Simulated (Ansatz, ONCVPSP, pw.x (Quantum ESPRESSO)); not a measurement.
# carbon (C) (diamond): variants of one ONCV potential in the solid

ONCVPSP 4.0.1.1 (patched build) input, shortened (lines: element, Z, core and valence counts, functional; n l f; lmax; l rc ep ncon nbas qcut; lloc lpopt rc5 dvloc0; l nproj debl; icmod fcfact rcfact), PBEsol, scalar-relativistic:

```
  C 6.00    1    2  -116133      upf
    1    0    2.00
    2    0    1.75
    2    1    2.25
    2
    0    1.20    0.00    3    8    6.60
    1    2.70    0.00    5    9    6.20
    2    2.90    0.44    4    7    3.80
    4    5    1.05    0.00
    0    1    1.10
    1    2    1.00
    2    3    0.50
    3    4.75    1.40
```

Crystal test: diamond C in pw.x 7.5, no spin, 13³ k-points, Fermi–Dirac smearing 0.01 Ry, cutoffs set for each file from its atomic test. The reference is all-electron LAPW (Ansatz 0.2.0) with the same functional, mesh and smearing; V0 and B0 come from Birch–Murnaghan fits to the pressures at five volumes. Errors are pseudo minus all-electron; Δ is the rms difference of the E(V) curves that follow from these fits, minima aligned, over ±6 % about the mean V0. Mesh and smearing are coarse, so the numbers serve the comparison and aren't converged zero-temperature values; the lattice is a test structure that the element need not adopt.

All-electron: a0 = 3.554 Å (V0 = 5.61 Å³/atom), B0 = 450.3 GPa.

Base: The largest radius (2.90 bohr) exceeds half the bond length (1.45 bohr), so the spheres overlap, which is one possible source of error among others. This is a poor potential for the solid.

A dash in a converged row means that the minimum lies outside the volumes sampled.

| change | cutoffs (Ry) | pw.x | mean pressure error (GPa) |
| --- | --- | --- | --- |
| base | 55/220 | converged | -71.57 |
| local potential polynomial inside 1.05 bohr (lpopt 5, dvloc0 -2 Ha) | 55/220 | converged | -81.31 |
| local potential polynomial inside 1.05 bohr (lpopt 5, dvloc0 4 Ha) | 55/220 | converged | -70.93 |
| local potential polynomial inside 1.05 bohr (lpopt 5, dvloc0 6 Ha) | 55/220 | converged | -71.07 |
| local potential polynomial inside 1.05 bohr (lpopt 5, dvloc0 8 Ha) | 55/220 | converged | -70.76 |

Task: Give the row for: local potential polynomial inside 1.05 bohr (lpopt 5, dvloc0 1.5 Ha).

Result: pw.x: converged; mean pressure error (GPa): -71.28.
